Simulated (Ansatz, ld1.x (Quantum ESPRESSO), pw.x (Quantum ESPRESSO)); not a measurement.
**Pt: one change to the RRKJ potential, in the atom and in the sc crystal**

platinum (Pt), norm-conserving RRKJ (Kleinman–Bylander form), made with ld1.x (Quantum ESPRESSO) 7.5 (PBE, scalar-relativistic). Core [Kr] 4d10 4f14 5s2, reference 5p6 5d9 6s1 6p0. Waves: 5p (bound): rc 1.85 bohr; 5d (bound): rc 2.00 bohr; 6s (bound): rc 2.00 bohr. Local part: the s channel. Core correction: Bessel-smoothed model core inside 1.05 bohr. rho0 = 0.01.

Change: wave 5p (bound): rc 1.85 bohr becomes 5p (bound): rc 2.80 bohr.

Cutoffs, loose and tight: the cutoffs (Ry, on a coarse ladder) from which the occupation-weighted sum of valence levels, in a spherical-Bessel basis at the reference potential, stays within 10 and 1 mRy of its value at 400 Ry. They do not see the model core or the augmentation charge, which bear on the density cutoff. Test errors are all-electron minus pseudo excitation energies from the reference, over the configurations 5p6 5d9 6s0 6p0; 5p6 5d8 6s0 6p0; 5p6 5d7 6s0 6p0; 5p6 5d10 6s0 6p0; 5p6 5d9.5 6s0.5 6p0; 5p5 5d9 6s1 6p0; 5p6 5d6 6s0 6p0; variants that change the core or the reference have their own tests.

Crystal test: sc Pt in pw.x 7.5, no spin, 12³ k-points, Fermi–Dirac smearing 0.01 Ry, cutoffs set for each file from its atomic test. The reference is all-electron LAPW (Ansatz 0.2.0) with the same functional, mesh and smearing; V0 and B0 come from Birch–Murnaghan fits to the pressures at five volumes. Errors are pseudo minus all-electron; Δ is the rms difference of the E(V) curves that follow from these fits, minima aligned, over ±6 % about the mean V0. Mesh and smearing are coarse, so the numbers serve the comparison and aren't converged zero-temperature values; the lattice is a test structure that the element need not adopt.

All-electron: a0 = 2.626 Å (V0 = 18.11 Å³/atom), B0 = 184.3 GPa.

Does the change bring the crystal closer to the all-electron result?

The mean pressure error goes from +28.53 to +37.63 GPa, so the change moves the solid further from the all-electron pressures. Neither pressure curve crosses zero within the volumes sampled, so no fits are given.

```tsv
quantity	base	changed
outcome (atom)	generated	generated
cutoff, loose (atom)	40 Ry	40 Ry
cutoff, tight (atom)	40 Ry	40 Ry
bound ghosts (atom)	none	none
largest test error (meV) (atom)	-446	-543
cutoffs in pw.x (Ry)	50/200	50/200
mean pressure error (GPa)	+28.53	+37.63
```

Base: This is a poor potential for the solid. Changed file: The largest radius (2.80 bohr) exceeds half the bond length (2.49 bohr), so the spheres overlap, which is one possible source of error among others. This is a poor potential for the solid.
